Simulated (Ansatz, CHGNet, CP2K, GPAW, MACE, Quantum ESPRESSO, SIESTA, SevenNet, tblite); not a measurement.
# CP2K on LaAg(100)/Pb(100) interface (59 atoms): settings against a plane-wave reference, part 3 of 3

How do the settings of CP2K change the result for LaAg(100)/Pb(100) interface (59 atoms)? A plane-wave run serves as the yardstick.

Program: CP2K 2026.2; the method stands at each step. Banners, paths, timers and routine set-up lines are dropped from the logs unmarked, and long logs keep their key lines alone; longer cuts are marked.

So far. Step 6 (PBEsol, PBE potentials, DZVP-MOLOPT-SR, 600/60 Ry …): Against the first run (21 %), the force difference from the reference is 14 %, at 0.99 times the CPU time; another functional landing nearer a PBE reference means that errors partly cancel. Step 7 (PBE, DZVP-MOLOPT-SR, 210/60 Ry, diagonalisation): Against the first run (21 %), the force difference from the reference is 21 %, at 0.78 times the CPU time: the change moves forces by 13 meV/Å r.m.s., so most of the difference comes from elsewhere.

### 8. PBE, DZVP-MOLOPT-SR, 420/60 Ry, diagonalisation

Method: Kohn-Sham DFT, PBE, GTH-PBE pseudopotentials, Gaussian and plane waves, DZVP-MOLOPT-SR-GTH, diagonalisation.

The input, input.inp:

```
&GLOBAL
  PROJECT cell
  RUN_TYPE ENERGY_FORCE
  PRINT_LEVEL LOW
&END GLOBAL
&FORCE_EVAL
  METHOD QS
  &DFT
    BASIS_SET_FILE_NAME BASIS_MOLOPT
    BASIS_SET_FILE_NAME BASIS_MOLOPT_UCL
    POTENTIAL_FILE_NAME GTH_POTENTIALS
    &MGRID
      CUTOFF 420
      REL_CUTOFF 60
    &END MGRID
    &QS
      EPS_DEFAULT 1.0E-12
    &END QS
    &SCF
      SCF_GUESS ATOMIC
      EPS_SCF 5.0E-06
      MAX_SCF 200
      ADDED_MOS 37
      &DIAGONALIZATION
        ALGORITHM STANDARD
      &END DIAGONALIZATION
      &SMEAR ON
        METHOD FERMI_DIRAC
        ELECTRONIC_TEMPERATURE [K] 580
      &END SMEAR
      &MIXING
        METHOD BROYDEN_MIXING
        ALPHA 0.2
        NBROYDEN 12
        BETA 0.05
      &END MIXING
      &PRINT
        &RESTART OFF
        &END RESTART
      &END PRINT
    &END SCF
    &XC
      &XC_FUNCTIONAL PBE
      &END XC_FUNCTIONAL
    &END XC
    &PRINT
      &MULLIKEN ON
      &END MULLIKEN
      &HIRSHFELD ON
        SHAPE_FUNCTION DENSITY
      &END HIRSHFELD
      &MO ON
        EIGENVALUES T
        OCCUPATION_NUMBERS T
        MO_INDEX_RANGE 219 242
        &EACH
          QS_SCF 0
        &END EACH
        ADD_LAST NUMERIC
      &END MO
    &END PRINT
  &END DFT
  &SUBSYS
    &CELL
      A 10.56770 0.00000 0.00000
      B 0.00000 10.56770 0.00000
      C 0.00000 0.00000 25.35352
    &END CELL
    &COORD
      SCALED
[... 59 atom lines left out: the same atoms as in the first run ...]
    &END COORD
    &KIND La
      BASIS_SET DZVP-MOLOPT-SR-GTH-q11
      POTENTIAL GTH-PBE-q11
    &END KIND
    &KIND Ag
      BASIS_SET DZVP-MOLOPT-SR-GTH-q11
      POTENTIAL GTH-PBE-q11
    &END KIND
    &KIND Pb
      BASIS_SET DZVP-MOLOPT-SR-GTH-q4
      POTENTIAL GTH-PBE-q4
    &END KIND
  &END SUBSYS
  &PRINT
    &FORCES ON
    &END FORCES
  &END PRINT
&END FORCE_EVAL
```

On the command line:

```console
> OMP_NUM_THREADS=2 cp2k.psmp -i input.inp > output.txt
```

Numbers of over 12 decimals in the logs are rounded to 6 here.

The program printed:

```text
CP2K| version string:                                       CP2K version 2026.2
 CP2K| Input file name                                                 input.inp
 GLOBAL| Basis set file name                                        BASIS_MOLOPT
 GLOBAL| Potential file name                                      GTH_POTENTIALS
 GLOBAL| Run type                                                   ENERGY_FORCE
 GLOBAL| Total number of message passing processes                             1
 GLOBAL| Number of threads for this process                                    2
 TOTAL NUMBERS AND MAXIMUM NUMBERS
  Total number of            - Atomic kinds:                                   3
                             - Atoms:                                         59
[... lines left out ...]
                        Smear method:                                FERMI_DIRAC
[... lines left out ...]
 Number of electrons:                                                        460
[... lines left out ...]
  Step     Update method      Time    Convergence         Total energy    Change
[... lines left out ...]
  *** SCF run converged in    37 steps ***
[... lines left out ...]
  Fermi energy:                                                 0.098548
  Total energy:                                             -1195.324682
  Total energy (extrapolated to T->0):                      -1195.306180
[... lines left out ...]
 MO| E(Fermi):            0.098548 a.u.          2.681628 eV
[... lines left out ...]
       2     Ag       2         11.541343                             -0.541343
       3     La       1         10.379733                              0.620267
[...]
58     Pb       3          4.150054                             -0.150054
      59     Pb       3          3.906776                              0.093224
 # Total charge                            460.000000                  0.000000
 !-----------------------------------------------------------------------------!
 !-----------------------------------------------------------------------------!
                           Hirshfeld Charges
  #Atom  Element  Kind  Ref Charge     Population                    Net charge
      1       La     1      11.000         10.997                         0.003
      2       Ag     2      11.000         10.953                         0.047
      3       La     1      11.000         11.060                        -0.060
[...]
58       Pb     3       4.000          4.042                        -0.042
     59       Pb     3       4.000          3.988                         0.012
  Total Charge                                                            0.000
 !-----------------------------------------------------------------------------!
 ENERGY| Total FORCE_EVAL ( QS ) energy [hartree]          -1195.324646
 FORCES| Atomic forces [hartree/bohr]
 FORCES|   Atom     x               y               z               |f|
 FORCES|      1  1.77111594E-03 -1.57160831E-03 -9.01989945E-03   9.32552360E-03
 FORCES|      2  1.09731792E-03 -3.15059951E-04  5.32694151E-04   1.25981445E-03
 FORCES|      3  2.57463951E-04  1.88964697E-03  1.21322458E-02   1.22812231E-02
[...]
FORCES|     58  2.44608464E-03  2.65675699E-03  4.24150174E-03   5.57063953E-03
 FORCES|     59 -2.83374420E-03  1.77189183E-03 -1.49640882E-02   1.53327637E-02
 FORCES| Sum    -9.31266754E-05 -1.59035596E-04 -1.27326612E-04
 FORCES| Total atomic force                                       2.24002153E-04
```

Wall time 11 min (2 threads of Arm Neoverse V1, shared host); peak memory 4.9 GiB.

Compared with the plane-wave run:

| Property | Result |
| --- | --- |
| r.m.s. force component | 0.2882 eV/Å |
| r.m.s. difference of force components | 52.94 meV/Å |
| longest difference of force vectors | 226.9 meV/Å |
| force difference over r.m.s. force | 20.63 % |
| slope of forces against the reference's | 1.109 |
| correlation of force components | 0.9878 |
| energy less the same-level run's | -0.0008 meV/atom |
| r.m.s. force difference from the same-level run | 0.837 meV/Å |

Against the first run (21 %), the force difference from the reference is 21 %, at 0.99 times the CPU time: the change moves forces by 0.84 meV/Å r.m.s., so most of the difference comes from elsewhere.

The difference per atom is largest on La (0.15 eV/Å on average, against 0.037 on Ag).

### 9. A run with a doubtful setting

Edit input.inp of step 8 so:

```diff
@@ -12,4 +12,5 @@
     &MGRID
-      CUTOFF 420
+      CUTOFF 600
       REL_CUTOFF 60
+      NGRIDS 5
     &END MGRID
@@ -20,18 +21,12 @@
       SCF_GUESS ATOMIC
-      EPS_SCF 5.0E-06
-      MAX_SCF 200
-      ADDED_MOS 37
-      &DIAGONALIZATION
-        ALGORITHM STANDARD
-      &END DIAGONALIZATION
-      &SMEAR ON
-        METHOD FERMI_DIRAC
-        ELECTRONIC_TEMPERATURE [K] 580
-      &END SMEAR
-      &MIXING
-        METHOD BROYDEN_MIXING
-        ALPHA 0.2
-        NBROYDEN 12
-        BETA 0.05
-      &END MIXING
+      EPS_SCF 1.0E-06
+      MAX_SCF 25
+      &OT
+        MINIMIZER DIIS
+        PRECONDITIONER FULL_SINGLE_INVERSE
+      &END OT
+      &OUTER_SCF
+        EPS_SCF 1.0E-06
+        MAX_SCF 1
+      &END OUTER_SCF
       &PRINT
@@ -51,11 +46,7 @@
       &END HIRSHFELD
-      &MO ON
-        EIGENVALUES T
-        OCCUPATION_NUMBERS T
-        MO_INDEX_RANGE 219 242
-        &EACH
-          QS_SCF 0
-        &END EACH
-        ADD_LAST NUMERIC
-      &END MO
+      &MO_CUBES
+        NHOMO 1
+        NLUMO 4
+        WRITE_CUBE F
+      &END MO_CUBES
     &END PRINT
```

The program printed:

```text
CP2K| version string:                                       CP2K version 2026.2
 CP2K| Input file name                                                 input.inp
 GLOBAL| Basis set file name                                        BASIS_MOLOPT
 GLOBAL| Potential file name                                      GTH_POTENTIALS
 GLOBAL| Run type                                                   ENERGY_FORCE
 GLOBAL| Total number of message passing processes                             1
 GLOBAL| Number of threads for this process                                    2
[... lines left out ...]
 Number of electrons:                                                        460
[... lines left out ...]
  Step     Update method      Time    Convergence         Total energy    Change
[... lines left out ...]
  Total energy:                                             -1194.957578
[... lines left out ...]
  Step     Update method      Time    Convergence         Total energy    Change
[... lines left out ...]
  Electronic density on regular grids:       -460.0000000000        0.0000000000
  Core density on regular grids:              459.9999999989       -0.0000000011
  Total charge density on r-space grids:       -0.0000000011
  Total charge density g-space grids:          -0.0000000011
  Overlap energy of the core charge distribution:               9.04869e-09
  Self energy of the core charge distribution:              -2176.298682
  Core Hamiltonian energy:                                    561.883194
  Hartree energy:                                             607.945269
  Exchange-correlation energy:                               -188.808793
  Total energy:                                             -1195.279013
  outer SCF iter =    2 RMS gradient =   0.26E-03 energy =      -1195.2790127786
  outer SCF loop FAILED to converge after    2 iterations or   50 steps
 *   ___                                                                       *
 *  /   \                                                                      *
 * [ABORT]                                                                     *
 *  \___/     SCF run NOT converged. To continue the calculation regardless,   *
 *    |             please set the keyword IGNORE_CONVERGENCE_FAILURE.         *
 *  O/|                                                                        *
 * /| |                                                                        *
```

Elapsed: 13 min, on 2 threads; peak memory 3.6 GiB.

The run stopped without converging, so its numbers are no property of the system. The fault in the input: orbital transformation for a cell without a gap (solver OT).

### 10. Side by side

Differences are against the plane-wave reference, forces as r.m.s. over components; share is that over the reference's r.m.s. force, slope the least-squares factor from reference forces to these. Total energies of different programs have different zeros and aren't compared.

| run | Δ force, r.m.s. (meV/Å) | share (%) | slope | cores | CPU time | memory (GiB) |
| --- | --- | --- | --- | --- | --- | --- |
| reference | - | - | - | 4 | 5.7 min | 3.9 |
| CP2K PBE, DZVP-MOLOPT-SR, 600/60 Ry, diagonalisation | 53.0 | 20.6 | 1.109 | 2 | 20 min | 7.7 |
| CP2K PBE, TZVP-MOLOPT (SR for La, Ag, Pb), 600/60 Ry, diagonalisation | 52.5 | 20.5 | 1.127 | 4 | 22 min | 12 |
| CP2K PBE+D4, DZVP-MOLOPT-SR, 600/60 Ry, diagonalisation | 84.2 | 32.8 | 0.980 | 2 | 20 min | 7.7 |
| CP2K PBE, DZVP-MOLOPT-SR, 600/20 Ry, diagonalisation (coarse) | 146 | 56.9 | 0.961 | 2 | 14 min | 7.7 |
| CP2K PBEsol, PBE potentials, DZVP-MOLOPT-SR, 600/60 Ry, diagonalisation | 37.0 | 14.4 | 1.050 | 2 | 20 min | 7.6 |
| CP2K PBE, DZVP-MOLOPT-SR, 210/60 Ry, diagonalisation (coarse) | 54.6 | 21.3 | 1.111 | 2 | 16 min | 2.3 |
| CP2K PBE, DZVP-MOLOPT-SR, 420/60 Ry, diagonalisation (coarse) | 52.9 | 20.6 | 1.109 | 2 | 20 min | 4.9 |

Rows marked coarse were listed beforehand as settings not expected to be converged; some can still land near the reference.

CPU time is summed over cores on a shared host, where runs went side by side, so it is rough. Symmetry, cutoffs, thresholds, outputs and thread counts weren't matched or tuned between programs; memory under MPI is the largest rank's times the ranks.

Mean charges by element (e), by run and scheme:

| run | scheme | La | Ag | Pb |
| --- | --- | --- | --- | --- |
| CP2K PBE, DZVP-MOLOPT-SR, 600/60 Ry, diagonalisation | Mulliken | +0.42 | -0.53 | +0.06 |
| CP2K PBE, DZVP-MOLOPT-SR, 600/60 Ry, diagonalisation | Hirshfeld | -0.03 | +0.04 | -0.01 |
| CP2K PBE, TZVP-MOLOPT (SR for La, Ag, Pb), 600/60 Ry, diagonalisation | Mulliken | +0.44 | -0.47 | +0.02 |
| CP2K PBE, TZVP-MOLOPT (SR for La, Ag, Pb), 600/60 Ry, diagonalisation | Hirshfeld | -0.04 | +0.05 | -0.01 |
| CP2K PBE+D4, DZVP-MOLOPT-SR, 600/60 Ry, diagonalisation | Mulliken | +0.42 | -0.53 | +0.06 |
| CP2K PBE+D4, DZVP-MOLOPT-SR, 600/60 Ry, diagonalisation | Hirshfeld | -0.03 | +0.04 | -0.01 |
| CP2K PBEsol, PBE potentials, DZVP-MOLOPT-SR, 600/60 Ry, diagonalisation | Mulliken | +0.42 | -0.54 | +0.07 |
| CP2K PBEsol, PBE potentials, DZVP-MOLOPT-SR, 600/60 Ry, diagonalisation | Hirshfeld | -0.03 | +0.04 | 0.00 |
| CP2K PBE, DZVP-MOLOPT-SR, 420/60 Ry, diagonalisation | Mulliken | +0.42 | -0.53 | +0.06 |
| CP2K PBE, DZVP-MOLOPT-SR, 420/60 Ry, diagonalisation | Hirshfeld | -0.03 | +0.04 | -0.01 |

Within one program, basis, potentials and functional, energies share a zero. Each run against its twin at the usual cutoff or grid and solver:

| run | twin | Δ energy (meV/atom) | Δ force, r.m.s. (meV/Å) | CPU time over the twin's |
| --- | --- | --- | --- | --- |
| CP2K PBE, DZVP-MOLOPT-SR, 600/20 Ry, diagonalisation | DZVP-MOLOPT-SR, 600/60 Ry, diagonalisation | -12.6 | 155 | 0.71 |
| CP2K PBE, DZVP-MOLOPT-SR, 210/60 Ry, diagonalisation | DZVP-MOLOPT-SR, 600/60 Ry, diagonalisation | 0.144 | 13.2 | 0.78 |
| CP2K PBE, DZVP-MOLOPT-SR, 420/60 Ry, diagonalisation | DZVP-MOLOPT-SR, 600/60 Ry, diagonalisation | -8.0e-4 | 0.837 | 0.99 |

Further runs of this program without a result: CP2K GFN1-xTB, diagonalisation (not converged).

### 11. Outcome

```json
{
 "nearest in forces": "CP2K PBEsol, PBE potentials, DZVP-MOLOPT-SR, 600/60 Ry, diagonalisation, 14 %",
 "its CPU time": "20 min"
}
```

What this shows: The PBE runs in local orbitals, coarse settings apart, differ by 20 % (CP2K PBE, TZVP-MOLOPT (SR for La, Ag, Pb), 600/60 Ry, diagonalisation) to 21 % (CP2K PBE, DZVP-MOLOPT-SR, 600/60 Ry, diagonalisation); basis, grid and potentials can all enter. Rows with another functional or a dispersion term differ by 14 % (CP2K PBEsol, PBE potentials, DZVP-MOLOPT-SR, 600/60 Ry, diagonalisation) to 33 % (CP2K PBE+D4, DZVP-MOLOPT-SR, 600/60 Ry, diagonalisation), which mixes the change of model with differences of basis and potentials, some of them made for another functional. Runs with settings chosen to be coarse differ by 21 % (CP2K PBE, DZVP-MOLOPT-SR, 420/60 Ry, diagonalisation) to 57 % (CP2K PBE, DZVP-MOLOPT-SR, 600/20 Ry, diagonalisation), their programs' other errors included. None of the electronic-structure runs in the table takes under half the reference's CPU time of 5.7 min; they take 2.5 to 3.9 times as much. CP2K PBE, TZVP-MOLOPT (SR for La, Ag, Pb), 600/60 Ry, diagonalisation stiffens the forces by a factor of 1.13 while following their directions (correlation 0.990); the difference isn't even, but is largest on one element. Charges hang on scheme and program or settings: among these rows the mean for Ag runs from -0.54 to +0.05 e. The potentials hold different valence shells: 858 electrons in the reference, 460 in CP2K with TZVP-MOLOPT; this bears on time and differences. The host structure and its lattice constant were typed by rule, without a check against the phase diagram. The electronic-structure runs sample only Γ, in a cell whose shortest periodic width is 11 Å, which is coarse for a cell with partly filled levels. Spin–orbit coupling is left out, which matters for the levels of the heavy elements.

[Also dropped from logs without a mark: logging warnings of Python, and SIESTA's first energy breakdown and zero terms.]

[Logs are printed without paths, hosts, clocks, repeated set-up lines and the standing remarks that a program may print on its own settings, such as how far it seeks lower states.]

[Hosts, paths, dates, database ids (printed as entryN), source tags and the programs' standing remarks are cut or masked in the printed files.]
